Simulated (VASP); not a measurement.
# SiC in VASP: relaxation of cell and atoms with PBE

Aim: the relaxation of cell and atoms of SiC with PBE.

All numbers are computed with VASP 6.6.1; they aren't measurements. Logs are shortened: lines on timing, memory, paths and dates and some standing lists are left out, and cuts for length are marked.

## (1) Starting point

The cell holds a sheet with vacuum, 2 atoms: a = 3.090 Å, b = 3.090 Å, c = 16.000 Å, α = 90.00°, β = 90.00°, γ = 120.00°.

The cell was built by a generator and needn't be a form met in nature.

## (2) Relaxation of cell and atoms, PBE

The input, INCAR:

```
  PREC = Accurate
  ENCUT = 600
  EDIFF = 1E-6
  ISMEAR = 0
  SIGMA = 0.03
  LREAL = False
  LASPH = True
  NELM = 120
  ALGO = Normal
  ISIF = 3
  LWAVE = False
  LCHARG = False
  GGA = PE
  IBRION = 2
  NSW = 40
  EDIFFG = -0.005
  LATTICE_CONSTRAINTS = .TRUE. .TRUE. .FALSE.
```

The input, KPOINTS:

```
Automatic mesh
0
Gamma
  12 12 1
```

The input, POSCAR:

```
SiC
1.0
    3.0900000000      0.0000000000      0.0000000000
   -1.5450000000      2.6760185000      0.0000000000
    0.0000000000      0.0000000000     16.0000000000
Si C
1 1
Direct
    0.3333330000      0.6666670000      0.5000000000
    0.6666670000      0.3333330000      0.5000000000
```

Potentials or basis: VASP PAW PBE potentials, release 64 (Si, C).

Command:

```console
$ cat potpaw_PBE.64/Si/POTCAR potpaw_PBE.64/C/POTCAR > POTCAR
$ mpirun -np 1 vasp_std > vasp.out
```

OUTCAR:

```text
PREC = Accurate
   ENCUT = 600
   EDIFF = 1E-6
   ISMEAR = 0
   LREAL = False
   LASPH = True
   NELM = 120
   ISIF = 3
   GGA = PE
   IBRION = 2
   NSW = 40
   EDIFFG = -0.005

 ion  position               nearest neighbor table
   1  0.333  0.667  0.500-   2 1.78   2 1.78   2 1.78
   2  0.667  0.333  0.500-   1 1.78   1 1.78   1 1.78

  LATTYP: Found a hexagonal cell.
 ALAT       =     3.0900000000
 C/A-ratio  =     5.1779935275

  Lattice vectors:

 A1 = (   3.0900000000,   0.0000000000,   0.0000000000)
 A2 = (  -1.5450000000,   2.6760185000,   0.0000000000)
 A3 = (   0.0000000000,   0.0000000000,  16.0000000000)

Analysis of symmetry for initial positions (statically):
=====================================================================
 Subroutine PRICEL returns:
 Original cell was already a primitive cell.

 Routine SETGRP: Setting up the symmetry group for a
 hexagonal supercell.

 Subroutine GETGRP returns: Found 12 space group operations
 (whereof 12 operations were pure point group operations)
 out of a pool of 24 trial point group operations.

The static configuration has the point symmetry D_3h.

Analysis of symmetry for dynamics (positions and initial velocities):
=====================================================================
 Subroutine PRICEL returns:
 Original cell was already a primitive cell.

 Routine SETGRP: Setting up the symmetry group for a
 hexagonal supercell.

 Subroutine GETGRP returns: Found 12 space group operations
 (whereof 12 operations were pure point group operations)
 out of a pool of 24 trial point group operations.

The dynamic configuration has the point symmetry D_3h.

 Subroutine INISYM returns: Found 12 space group operations
 (whereof 12 operations are pure point group operations),
 and found     1 'primitive' translations

----------------------------------------------------------------------------------------

                                     Primitive cell

  volume of cell :     132.3024

  direct lattice vectors                    reciprocal lattice vectors
     3.090000000  0.000000000  0.000000000     0.323624595  0.186844747  0.000000000
    -1.545000000  2.676018500  0.000000000     0.000000000  0.373689494  0.000000000
     0.000000000  0.000000000 16.000000000     0.000000000  0.000000000  0.062500000

  length of vectors
[... 68 lines left out ...]
   ISTART =      0    job   : 0-new  1-cont  2-samecut
   ICHARG =      2    charge: 1-file 2-atom 10-const
   ISPIN  =      1    spin polarized calculation?
   LNONCOLLINEAR =      F non collinear calculations
   LSORBIT =      F    spin-orbit coupling
   LASPH  =      T    aspherical Exc in radial PAW
   ENCUT  =  600.0 eV  44.10 Ry    6.64 a.u.   6.17  6.17 31.96*2*pi/ulx,y,z
   NELM   =    120;   NELMIN=  2; NELMDL= -5     # of ELM steps
   EDIFF  = 0.1E-05   stopping-criterion for ELM
   LREAL  =      F    real-space projection
   EDIFFG = -.5E-02   stopping-criterion for IOM
   NSW    =     40    number of steps for IOM
   IBRION =      2    ionic relax: 0-MD 1-quasi-New 2-CG
   NFREE  =      1    steps in history (QN), initial steepest desc. (CG)
   ISIF   =      3    stress and relaxation
   ISYM   =      2    0-nonsym 1-usesym 2-fastsym
   POTIM  = 0.5000    time-step for ionic-motion
   TEBEG  =    0.0;   TEEND  =   0.0 temperature during run
   PSTRESS=    0.0 pullay stress
   NELECT =       8.0000    total number of electrons
   NUPDOWN=      -1.0000    fix difference up-down
   EMIN   =  10.00;   EMAX   =-10.00  energy-range for DOS
   EFERMI =   0.00;   METHOD = LEGACY
   ISMEAR =     0;   SIGMA  =   0.03  broadening in eV -4-tet -1-fermi 0-gaus
   EFERMI_NEDOS =   21; number of points for ismear=-14 and -15
   IALGO  =     38    algorithm
   IMIX   =      4    mixing-type and parameters
     AMIX     =   0.40;   BMIX     =  1.00
     AMIX_MAG =   1.60;   BMIX_MAG =  1.00
  volume/ion in A,a.u.               =      66.15       446.41
  Fermi-wavevector in a.u.,A,eV,Ry     =   0.642563  1.214268  5.617669  0.412887
  Thomas-Fermi vector in A             =   1.709274
   LORBIT       =      0    0 simple, 1 ext, 2 COOP (PROOUT), +10 PAW based schemes
   GGA     = PE    functional components
   LHFCALC =     F    Hartree Fock is set to
   AEXX    =    0.0000 exact exchange contribution
   IVDW    =     0    specifies the selected vdW correction
   LEPSILON=     F    determine dielectric tensor
   LRPA    =     F    only Hartree local field effects (RPA)
 conjugate gradient relaxation of ions
 non-spin polarized calculation
 Gauss-broadening in eV      SIGMA  =   0.03
  energy-cutoff  :      600.00
  volume of cell :      132.30
 maximum number of plane-waves:      4436
 NGX is ok and might be reduce to    28
   NGX = 13   NGY = 13   NGZ = 63

--------------------------------------- Ionic step        1  -------------------------------------------

 number of electron       8.0000000 magnetization

 Free energy of the ion-electron system (eV)
  ---------------------------------------------------
  ext. energy  EPLUGINS =         0.00000000
  ---------------------------------------------------
  free energy    TOTEN  =       -14.05445731 eV

  energy without entropy =      -14.05445731  energy(sigma->0) =      -14.05445731

------------------------ aborting loop because EDIFF is reached ----------------------------------------

  FORCE on cell =-STRESS in cart. coord.  units (eV):
  Direction    XX          YY          ZZ          XY          YZ          ZX
  --------------------------------------------------------------------------------------
  -------------------------------------------------------------------------------------
  Total        0.2236802      0.2236802     -0.0182950      0.0000000      0.0000000      0.0000000
  in kB        2.7087601      2.7087601     -0.2215515      0.0000000      0.0000000      0.0000000
  external PRESSURE =       1.7319896 kB  Pullay stress =       0.0000000 kB
[... 59 lines left out ...]
--------------------------------------- Ionic step        3  -------------------------------------------

 number of electron       8.0000000 magnetization

 Free energy of the ion-electron system (eV)
  ---------------------------------------------------
  ext. energy  EPLUGINS =         0.00000000
  ---------------------------------------------------
  free energy    TOTEN  =       -14.05485625 eV

  energy without entropy =      -14.05485625  energy(sigma->0) =      -14.05485625

 E-fermi :  -2.8301     XC(G=0):  -2.7391

 val. band max:       -2.9752939928   @ k =   0.3333   0.3333   0.0000
 cond. band min:      -0.4366275524   @ k =   0.5000   0.0000   0.0000
 fundamental gap:      2.5386664404
 Fermi energy:        -2.8301379723

 k-point     1 :       0.0000    0.0000    0.0000
  band No.  band energies     occupation
      1     -16.6610      2.00000
      2      -6.7402      2.00000
      3      -4.3085      2.00000
      4      -4.3085      2.00000
      5       0.0856      0.00000
      6       1.7694      0.00000
      7       2.1292      0.00000
      8       3.3438      0.00000
[... 225 lines left out ...]
  FREE ENERGIE OF THE ION-ELECTRON SYSTEM (eV)
  ---------------------------------------------------
  free  energy   TOTEN  =       -14.0548562450 eV

  energy  without entropy=      -14.0548562450  energy(sigma->0) =      -14.05485625

 reached required accuracy - stopping structural energy minimisation
```

Wall time 42 s (1 thread of Intel Xeon 6975P-C (Granite Rapids), shared host); peak memory 0.3 GiB.

What came out:

| Item | Value |
| --- | --- |
| Free energy | -14.0549 eV |
| Relaxed volume | 66.39 Å³/atom |
| Relaxed cell | a = 3.096 Å, b = 3.096 Å, c = 16.000 Å, α = 90.00°, β = 90.00°, γ = 120.00° |
| Space group after relaxing (to 0.05 Å) | P-6m2 (No. 187) |
| Energy gained by relaxing | 0.2 meV/atom |
| Ionic steps | 3 |
| Band gap on the k mesh | 2.54 eV, indirect (least direct gap 2.55 eV) |

Step by step:
| step | energy change (eV) | largest force (eV/Å) | pressure (GPa) | volume (Å³) |
| --- | --- | --- | --- | --- |
| 1 | 0.0000 | 0.0000 | 0.17 | 132.30 |
| 2 | 0.0011 | 0.0000 | -0.35 | 133.73 |
| 3 | -0.0004 | 0.0000 | 0.00 | 132.79 |

Final structure:
```
CELL_PARAMETERS angstrom
3.09566 0.00000 0.00000
-1.54783 2.68092 0.00000
0.00000 0.00000 16.00000
ATOMIC_POSITIONS crystal
Si 0.33333 0.66667 0.50000
C 0.66667 0.33333 0.50000
```
